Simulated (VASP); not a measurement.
# H10CO5 in VASP: further runs

Runs on H10CO5. Level: PBE+D3(BJ). Tasks: single point.

Everything below comes from runs of VASP 6.6.1. Logs are shortened: lines on timing, memory, paths and dates and some standing lists are left out, and cuts for length are marked.

**1. Starting point**

The cell holds a amorphous, 16 atoms: a = 5.839 Å, b = 5.839 Å, c = 5.839 Å, α = 90.00°, β = 90.00°, γ = 90.00°.

The cell was built by a generator and needn't be a form met in nature.

**2. Single point, PBE+D3(BJ)**

INCAR

```
SYSTEM = H10CO5
PREC = Accurate
ENCUT = 520
EDIFF = 1E-7
ISMEAR = -1
SIGMA = 0.02
LREAL = Auto
LASPH = .TRUE.
NELM = 100
ALGO = Fast
ISIF = 2
LWAVE = .FALSE.
LCHARG = .FALSE.
GGA = PE
IVDW = 12
NBANDS = 36
```

KPOINTS

```
regular mesh
0
G
  1 1 1
  0 0 0
```

POSCAR

```
H10CO5
1.0
    5.8392500000      0.0000000000      0.0000000000
    0.0000000000      5.8392500000      0.0000000000
    0.0000000000      0.0000000000      5.8392500000
O H C
5 10 1
Direct
    0.3832512737      0.6372736225      0.8529006294
    0.6320674744      0.8421286980      0.2496724751
    0.3402663013      0.2819026416      0.2795735754
    0.1467996746      0.8127584878      0.4734683393
   -0.0277090380      0.3338784947      0.9850580126
    0.4167829773      0.4773729503      0.8393372437
    0.3491544291      0.7013571948      0.7025388534
    0.5423470480      0.9827631973      0.2660444406
    0.5815815387      0.7800659331      0.1033009376
    0.4555208289      0.4022948153      0.2552896348
    0.2092220748      0.3238087083      0.1841161108
    0.2114141371      0.9687031725      0.4432761057
   -0.0175878752      0.8343537269      0.4687759558
   -0.0479342381      0.6791796892      0.9675215139
   -0.0800274008      0.4804555380      0.6957057841
   -0.0618058826      0.5108190264      0.8818940789
```

Potentials or basis: VASP PAW PBE potentials, release 64 (O, H, C).

Command:

```bash
> cat potpaw_PBE.64/O/POTCAR potpaw_PBE.64/H/POTCAR potpaw_PBE.64/C/POTCAR > POTCAR
> mpirun -np 1 vasp_gam > vasp.out
```

OUTCAR:

```text
SYSTEM = H10CO5
   PREC = Accurate
   ENCUT = 520
   EDIFF = 1E-7
   ISMEAR = -1
   LREAL = Auto
   LASPH = .TRUE.
   NELM = 100
   ISIF = 2
   GGA = PE
   IVDW = 12
 IVDW          = 12

 ion  position               nearest neighbor table
   1  0.383  0.637  0.853-   6 0.96   7 0.97
   2  0.632  0.842  0.250-   9 0.97   8 0.98
   3  0.340  0.282  0.280-  11 0.98  10 0.98
   4  0.147  0.813  0.473-  13 0.97  12 1.00
   5  0.972  0.334  0.985-  16 1.21
   6  0.417  0.477  0.839-   1 0.96
   7  0.349  0.701  0.703-   1 0.97
   8  0.542  0.983  0.266-   2 0.98
   9  0.582  0.780  0.103-   2 0.97
  10  0.456  0.402  0.255-   3 0.98
  11  0.209  0.324  0.184-   3 0.98
  12  0.211  0.969  0.443-   4 1.00
  13  0.982  0.834  0.469-   4 0.97
  14  0.952  0.679  0.968-  16 1.11
  15  0.920  0.480  0.696-  16 1.11
  16  0.938  0.511  0.882-  14 1.11  15 1.11   5 1.21

  LATTYP: Found a simple cubic cell.
 ALAT       =     5.8392500000

  Lattice vectors:

 A1 = (   5.8392500000,   0.0000000000,   0.0000000000)
 A2 = (   0.0000000000,   5.8392500000,   0.0000000000)
 A3 = (   0.0000000000,   0.0000000000,   5.8392500000)

Analysis of symmetry for initial positions (statically):
=====================================================================
 Subroutine PRICEL returns:
 Original cell was already a primitive cell.

 Routine SETGRP: Setting up the symmetry group for a
 simple cubic supercell.

 Subroutine GETGRP returns: Found  1 space group operations
 (whereof  1 operations were pure point group operations)
 out of a pool of 48 trial point group operations.

The static configuration has the point symmetry C_1 .

Analysis of symmetry for dynamics (positions and initial velocities):
=====================================================================
 Subroutine PRICEL returns:
 Original cell was already a primitive cell.

 Routine SETGRP: Setting up the symmetry group for a
 simple cubic supercell.

 Subroutine GETGRP returns: Found  1 space group operations
 (whereof  1 operations were pure point group operations)
 out of a pool of 48 trial point group operations.

The dynamic configuration has the point symmetry C_1 .

 Subroutine INISYM returns: Found  1 space group operations
 (whereof  1 operations are pure point group operations),
 and found     1 'primitive' translations

----------------------------------------------------------------------------------------

                                     Primitive cell

  volume of cell :     199.1000

  direct lattice vectors                    reciprocal lattice vectors
     5.839250000  0.000000000  0.000000000     0.171254870  0.000000000  0.000000000
     0.000000000  5.839250000  0.000000000     0.000000000  0.171254870  0.000000000
     0.000000000  0.000000000  5.839250000     0.000000000  0.000000000  0.171254870

  length of vectors
     5.839250000  5.839250000  5.839250000     0.171254870  0.171254870  0.171254870

  position of ions in fractional coordinates (direct lattice)
     0.383251274  0.637273622  0.852900629
     0.632067474  0.842128698  0.249672475
     0.340266301  0.281902642  0.279573575
     0.146799675  0.812758488  0.473468339
     0.972290962  0.333878495  0.985058013
     0.416782977  0.477372950  0.839337244
[... 8 lines left out ...]
     0.919972599  0.480455538  0.695705784
     0.938194117  0.510819026  0.881894079

  ion indices of the primitive-cell ions
   primitive index   ion index
                 1           1
                 2           2
                 3           3
                 4           4
                 5           5
                 6           6
[... 8 lines left out ...]
                15          15
                16          16

----------------------------------------------------------------------------------------

 KPOINTS: regular mesh

Automatic generation of k-mesh.
 Grid dimensions read from file:
 generate k-points for:    1    1    1

 Generating k-lattice:

  Cartesian coordinates                     Fractional coordinates (reciprocal lattice)
     0.171254870  0.000000000  0.000000000     1.000000000  0.000000000  0.000000000
     0.000000000  0.171254870  0.000000000     0.000000000  1.000000000  0.000000000
     0.000000000  0.000000000  0.171254870     0.000000000  0.000000000  1.000000000

  Length of vectors
     0.171254870  0.171254870  0.171254870

  Shift w.r.t. Gamma in fractional coordinates (k-lattice)
     0.000000000  0.000000000  0.000000000

 Subroutine IBZKPT returns following result:
 ===========================================

 Found      1 irreducible k-points:

 Following reciprocal coordinates:
            Coordinates               Weight
  0.000000  0.000000  0.000000      1.000000
   k-points           NKPTS =      1   k-points in BZ     NKDIM =      1   number of bands    NBANDS=     36
   number of dos      NEDOS =    301   number of ions     NIONS =     16
   total plane-waves  NPLWV = 110592
   dimension x,y,z NGX =    48 NGY =   48 NGZ =   48
   dimension x,y,z NGXF=    96 NGYF=   96 NGZF=   96
   ions per type =               5  10   1
   NGX,Y,Z   is equivalent  to a cutoff of  13.67, 13.67, 13.67 a.u.
   NGXF,Y,Z  is equivalent  to a cutoff of  27.33, 27.33, 27.33 a.u.
 SYSTEM =  H10CO5
   PREC   = accura    normal or accurate (medium, high low for compatibility)
   ISTART =      0    job   : 0-new  1-cont  2-samecut
   ICHARG =      2    charge: 1-file 2-atom 10-const
   ISPIN  =      1    spin polarized calculation?
   LNONCOLLINEAR =      F non collinear calculations
   LSORBIT =      F    spin-orbit coupling
   LASPH  =      T    aspherical Exc in radial PAW
   ENCUT  =  520.0 eV  38.22 Ry    6.18 a.u.  10.86 10.86 10.86*2*pi/ulx,y,z
   NELM   =    100;   NELMIN=  2; NELMDL= -5     # of ELM steps
   EDIFF  = 0.1E-06   stopping-criterion for ELM
   LREAL  =      T    real-space projection
   EDIFFG = 0.1E-05   stopping-criterion for IOM
   NSW    =      0    number of steps for IOM
   IBRION =     -1    ionic relax: 0-MD 1-quasi-New 2-CG
   NFREE  =      0    steps in history (QN), initial steepest desc. (CG)
   ISIF   =      2    stress and relaxation
   ISYM   =      2    0-nonsym 1-usesym 2-fastsym
   POTIM  = 0.5000    time-step for ionic-motion
   TEBEG  =    0.0;   TEEND  =   0.0 temperature during run
   PSTRESS=    0.0 pullay stress
   NELECT =      44.0000    total number of electrons
   NUPDOWN=      -1.0000    fix difference up-down
   EMIN   =  10.00;   EMAX   =-10.00  energy-range for DOS
   EFERMI =   0.00;   METHOD = LEGACY
   ISMEAR =    -1;   SIGMA  =   0.02  broadening in eV -4-tet -1-fermi 0-gaus
   EFERMI_NEDOS =   21; number of points for ismear=-14 and -15
   IALGO  =     68    algorithm
   IMIX   =      4    mixing-type and parameters
     AMIX     =   0.40;   BMIX     =  1.00
     AMIX_MAG =   1.60;   BMIX_MAG =  1.00
  volume/ion in A,a.u.               =      12.44        83.97
  Fermi-wavevector in a.u.,A,eV,Ry     =   0.989772  1.870399 13.328938  0.979649
  Thomas-Fermi vector in A             =   2.121395
   LORBIT       =      0    0 simple, 1 ext, 2 COOP (PROOUT), +10 PAW based schemes
   GGA     = PE    functional components
   LHFCALC =     F    Hartree Fock is set to
   AEXX    =    0.0000 exact exchange contribution
   IVDW    =    12    specifies the selected vdW correction
   LEPSILON=     F    determine dielectric tensor
   LRPA    =     F    only Hartree local field effects (RPA)
 non-spin polarized calculation
 RMM-DIIS sequential band-by-band and
  energy-cutoff  :      520.00
  volume of cell :      199.10
 maximum number of plane-waves:      2689
 NGX is ok and might be reduce to    42
   NGX = 21   NGY = 21   NGZ = 21

 number of electron      43.9999995 magnetization

 Free energy of the ion-electron system (eV)
  ---------------------------------------------------
  ext. energy  EPLUGINS =         0.00000000
  ---------------------------------------------------
  free energy    TOTEN  =       -80.36655295 eV

  energy without entropy =      -80.36655295  energy(sigma->0) =      -80.36655295

 E-fermi :  -2.9843     XC(G=0):  -6.2259

 val. band max:       -3.5585004085   @ k =   0.0000   0.0000   0.0000
 cond. band min:       0.2907428745   @ k =   0.0000   0.0000   0.0000
 fundamental gap:      3.8492432830
 Fermi energy:        -2.9842780649

 k-point     1 :       0.0000    0.0000    0.0000
  band No.  band energies     occupation
      1     -24.1244      2.00000
      2     -22.9535      2.00000
      3     -22.4731      2.00000
      4     -22.2830      2.00000
      5     -21.9453      2.00000
      6     -12.7620      2.00000
[... 26 lines left out ...]
     33       7.1988      0.00000
     34       7.4078      0.00000
 [bands above 34 left out]

------------------------ aborting loop because EDIFF is reached ----------------------------------------

 Edisp (eV)   -0.49552

 E8    (eV) :    -0.1054

  FORCE on cell =-STRESS in cart. coord.  units (eV):
  Direction    XX          YY          ZZ          XY          YZ          ZX
  --------------------------------------------------------------------------------------
  -------------------------------------------------------------------------------------
  Total      -1.23613    -0.64645     1.19236    -0.92161    -1.69622    -0.07381
  in kB      -9.94722    -5.20207     9.59500    -7.41632   -13.64967    -0.59395
  external pressure =       -1.85 kB  Pullay stress =        0.00 kB

 VOLUME and BASIS-vectors are now :
 -----------------------------------------------------------------------------
  energy-cutoff  :      520.00
  volume of cell :      199.10
      direct lattice vectors                 reciprocal lattice vectors
     5.839250000  0.000000000  0.000000000     0.171254870  0.000000000  0.000000000
     0.000000000  5.839250000  0.000000000     0.000000000  0.171254870  0.000000000
     0.000000000  0.000000000  5.839250000     0.000000000  0.000000000  0.171254870

 POSITION                                       TOTAL-FORCE (eV/Angst)
 -----------------------------------------------------------------------------------
      2.23790      3.72120      4.98030         0.381861      0.750337      0.880495
      3.69080      4.91740      1.45790         0.236990      0.092800      0.258943
      1.98690      1.64610      1.63250         0.854380     -0.054030      0.160007
      0.85720      4.74590      2.76470         0.793590      1.085534     -0.022518
      5.67745      1.94960      5.75200        -0.024439     -1.198045      1.550685
      2.43370      2.78750      4.90110         0.067395     -0.697388     -0.467183
[... 8 lines left out ...]
      5.37195      2.80550      4.06240        -0.421390      0.967753     -0.396856
      5.47835      2.98280      5.14960         0.715404     -0.122569     -0.891337
 -----------------------------------------------------------------------------------
    total drift:                               -0.007293      0.004963     -0.008256

  FREE ENERGIE OF THE ION-ELECTRON SYSTEM (eV)
  ---------------------------------------------------
  free  energy   TOTEN  =       -80.8620716016 eV

  energy  without entropy=      -80.8620716016  energy(sigma->0) =      -80.86207160
```

Wall time 37 s (1 thread of Intel Xeon Platinum 8375C at 2.90GHz (Ice Lake), shared host); peak memory 0.3 GiB.

What came out:

```yaml
Free_energy: -80.8621 eV
Pressure: -0.2 GPa
Largest_force: 1.960 eV/Å
Band_gap_on_the_k_mesh: 3.85 eV, direct
Dispersion_energy_per_atom: -0.031 eV
```

Forces on the atoms (eV/Å):
```
O    0.382  0.750  0.880
O    0.237  0.093  0.259
O    0.854 -0.054  0.160
O    0.794  1.086 -0.023
O   -0.024 -1.198  1.551
H    0.067 -0.697 -0.467
H   -0.349 -0.114 -0.528
H    0.004  0.002 -0.145
H   -0.247  0.007 -0.196
H   -0.457 -0.205  0.273
H   -0.423  0.047 -0.111
H   -0.489 -0.888  0.029
H   -0.338  0.005 -0.151
H   -0.304  0.322 -0.244
H   -0.421  0.968 -0.397
C    0.715 -0.123 -0.891
```

Caveat: the standard files for N, O and F lose accuracy on very short bonds.

**3. Single point, PBE+D3(BJ)**

INCAR

```
SYSTEM = H10CO5
  PREC = Accurate
  ENCUT = 520
  EDIFF = 1E-7
  ISMEAR = -1
  SIGMA = 0.02
  LREAL = Auto
  LASPH = .TRUE.
  NELM = 60
  ALGO = Normal
  ISIF = 2
  LWAVE = .FALSE.
  LCHARG = .FALSE.
  GGA = PE
  IVDW = 12
  NBANDS = 36
```

KPOINTS

```
Automatic mesh
0
G
  1 1 1
  0 0 0
```

POSCAR

```
H10CO5
1.0
    5.8392500000      0.0000000000      0.0000000000
    0.0000000000      5.8392500000      0.0000000000
    0.0000000000      0.0000000000      5.8392500000
O H C
5 10 1
Direct
    0.4047437599      0.6707710751      0.8567024875
    0.6377360106      0.8763454211      0.2100783491
    0.3501819583      0.2991822580      0.2705655692
    0.1820953033      0.7931326797      0.4564456052
   -0.0384980948      0.3481611508      0.9512523012
    0.3717086955      0.5283555251      0.9417476559
    0.2765937406      0.7060324528      0.7486920409
    0.6136575759      1.0352356895      0.1758616261
    0.5496938819      0.8147279188      0.0789313696
    0.3555079848      0.4423342039      0.3626493128
    0.1833797149      0.2938733570      0.2294644004
    0.2931712121      0.8865522113      0.3845014343
    0.0500920495      0.8107376804      0.3495654408
   -0.0869289720      0.7012544419      0.9377916685
   -0.1915999486      0.4919124888      0.6933082160
   -0.1055443764      0.5216252087      0.8629704157
```

Potentials or basis: VASP PAW PBE potentials, release 64 (O, H, C).

Command:

```bash
> cat potpaw_PBE.64/O/POTCAR potpaw_PBE.64/H/POTCAR potpaw_PBE.64/C/POTCAR > POTCAR
> mpirun -np 1 vasp_gam > vasp.out
```

OUTCAR:

```text
SYSTEM = H10CO5
   PREC = Accurate
   ENCUT = 520
   EDIFF = 1E-7
   ISMEAR = -1
   LREAL = Auto
   LASPH = .TRUE.
   NELM = 60
   ISIF = 2
   GGA = PE
   IVDW = 12
 IVDW          = 12

 ion  position               nearest neighbor table
   1  0.405  0.671  0.857-   6 0.99   7 1.00
   2  0.638  0.876  0.210-   8 0.96   9 0.99
   3  0.350  0.299  0.271-  10 0.99  11 1.00
   4  0.182  0.793  0.456-  12 0.95  13 1.00
[... 255 lines left out ...]
  -------------------------------------------------------------------------------------
  Total      -1.44630     0.08362    -1.42501     0.60883    -1.35795    -1.47498
  in kB     -11.63851     0.67293   -11.46718     4.89931   -10.92757   -11.86927
  external pressure =       -7.48 kB  Pullay stress =        0.00 kB

 VOLUME and BASIS-vectors are now :
 -----------------------------------------------------------------------------
  energy-cutoff  :      520.00
  volume of cell :      199.10
      direct lattice vectors                 reciprocal lattice vectors
     5.839250000  0.000000000  0.000000000     0.171254870  0.000000000  0.000000000
     0.000000000  5.839250000  0.000000000     0.000000000  0.171254870  0.000000000
     0.000000000  0.000000000  5.839250000     0.000000000  0.000000000  0.171254870

 POSITION                                       TOTAL-FORCE (eV/Angst)
 -----------------------------------------------------------------------------------
      2.36340      3.91680      5.00250        -0.326660     -0.264949      0.106171
      3.72390      5.11720      1.22670        -0.165796     -0.508227     -0.278532
      2.04480      1.74700      1.57990        -1.039696      0.866908      0.078721
      1.06330      4.63130      2.66530        -2.196256     -0.883608     -0.248987
      5.61445      2.03300      5.55460         0.820904     -1.255366      1.769349
      2.17050      3.08520      5.49910        -0.159150      0.326354     -0.308428
[... 8 lines left out ...]
      4.72045      2.87240      4.04840         0.046236      0.881591      0.121945
      5.22295      3.04590      5.03910        -0.854530      0.823687     -1.603098
 -----------------------------------------------------------------------------------
    total drift:                               -0.007144      0.007873     -0.004457

  FREE ENERGIE OF THE ION-ELECTRON SYSTEM (eV)
  ---------------------------------------------------
  free  energy   TOTEN  =       -80.8567129148 eV

  energy  without entropy=      -80.8567129148  energy(sigma->0) =      -80.85671291
```

stdout:

```text
POSCAR found type information on POSCAR O H C
 POSCAR found :  3 types and      16 ions
 scaLAPACK will be used
 LDA part: xc-table for (Slater+PW92), standard interpolation
 POSCAR, INCAR and KPOINTS ok, starting setup
 FFT: planning ... GRIDC
 FFT: planning ... GRID_SOFT
 FFT: planning ... GRID
 WAVECAR not read
 entering main loop
```

It took 22 s on 1 thread of Intel Xeon Platinum 8375C at 2.90GHz (Ice Lake), shared host; peak memory 0.3 GiB.

Results:

- Free energy: -80.8567 eV
- Pressure: -0.7 GPa
- Largest force: 2.380 eV/Å
- Band gap on the k mesh: 3.75 eV, direct
- Dispersion energy per atom: -0.031 eV

Forces on the atoms (eV/Å):
```
O   -0.327 -0.265  0.106
O   -0.166 -0.508 -0.279
O   -1.040  0.867  0.079
O   -2.196 -0.884 -0.249
O    0.821 -1.255  1.769
H   -0.159  0.326 -0.308
H    0.692 -0.197  0.284
H    0.124  1.158  0.371
H    0.073 -0.493 -0.023
H    0.090 -0.579 -0.327
H    0.961  0.003 -0.097
H    1.737  0.999 -0.485
H    0.321 -0.253  0.924
H   -0.123 -0.624 -0.284
H    0.046  0.882  0.122
C   -0.855  0.824 -1.603
```

Stress tensor (GPa, compression positive):
```
-1.16  0.49 -1.19
 0.49  0.07 -1.09
-1.19 -1.09 -1.15
```

Levels at points of the mesh, in eV from the valence-band top:
| k point | band 18 | band 19 | band 20 | band 21 | band 22 | band 23 | band 24 | band 25 | band 26 | band 27 |
| --- | --- | --- | --- | --- | --- | --- | --- | --- | --- | --- |
| (0.00, 0.00, 0.00) | -1.47 | -1.26 | -1.07 | -0.75 | 0.00 | 3.75 | 4.37 | 7.56 | 7.82 | 8.25 |

Caveat: the standard files for N, O and F lose accuracy on very short bonds. A hybrid or GW would open this gap; PBE tends to underestimate it.
